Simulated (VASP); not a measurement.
The system is MgS.

```
CELL_PARAMETERS angstrom
4.03462 0.00000 0.00000
-2.01731 3.49409 0.00000
0.00000 0.00000 6.43229
ATOMIC_POSITIONS crystal
S 0.66667 0.33333 0.87924
S 0.33333 0.66667 0.37924
Mg 0.33333 0.66667 0.99575
Mg 0.66667 0.33333 0.49575
```

The cell comes from a database or a generator and needn't be the stable form of this composition.

Base run:

| Property | Result |
| --- | --- |
| Program | VASP 6.6.1 |
| Functional | LDA |
| Potentials or basis | VASP PAW LDA potentials, release 64 (S, Mg) |
| Cutoff | 520 eV |
| k mesh | 8 × 8 × 4 |
| Occupations | gaussian, width 0.02 eV |
| Spin | no spin polarisation |

Its results: band gap on the k mesh 3.16 eV, direct; electronic dielectric tensor (diagonal) 4.12, 4.12, 4.24.

Question: The run is repeated on the same cell with these changes: functional from LDA to PBEsol; potentials or basis from VASP PAW LDA potentials, release 64 (S, Mg) to VASP PAW PBE potentials, release 64 (S, Mg). What comes out?

Answer: Band gap on the k mesh 3.27 eV, direct; electronic dielectric tensor (diagonal) 4.07, 4.07, 4.20.

